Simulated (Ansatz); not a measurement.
**Strength of the C–O bond: C4H10O → C4H9 + OH**

Species: C4H10O (1-butanol) `CCCCO`, singlet; C4H9 (1-butyl radical) `[CH2]CCC`, doublet; OH, doublet. 

Shapes, held fixed at every level: PBE0-D4/def2-TZVP. Flexible molecules stand in one conformer, not always the lowest. Programs: Ansatz 0.2.0. The zero-point and thermal change to 298 K, harmonic and unscaled (PBE0-D4/def2-TZVP), is -24.5 kJ/mol.

| level | kind | ΔH(298 K) (kJ/mol) |
| --- | --- | --- |
| HF/def2-SVP | Hartree–Fock | +235.0 |
| PBE-D4/def2-TZVPP | GGA | +396.2 |
| BHLYP-D4/def2-TZVPP | global hybrid | +348.6 |
| r2SCAN0-D4/def2-TZVPP | global hybrid | +352.8 |
| wB97M-V/def2-TZVPP | range-separated hybrid | +392.2 |
| MP2/def2-SVP | perturbation theory | +403.3 |
| CCSD(T)/def2-SVP | coupled cluster or CI | +377.4 |
| MP2/def2-TZVPP | perturbation theory | +413.7 |

MP2/def2-TZVPP gives ΔH(298 K) = +413.7 kJ/mol; the levels span +235.0 to +413.7. The median of the levels is +384.8. Hartree–Fock misses the correlation of the pair that is broken and comes out low. No measured value is set beside it here. Open shells run unrestricted unless RO is named.
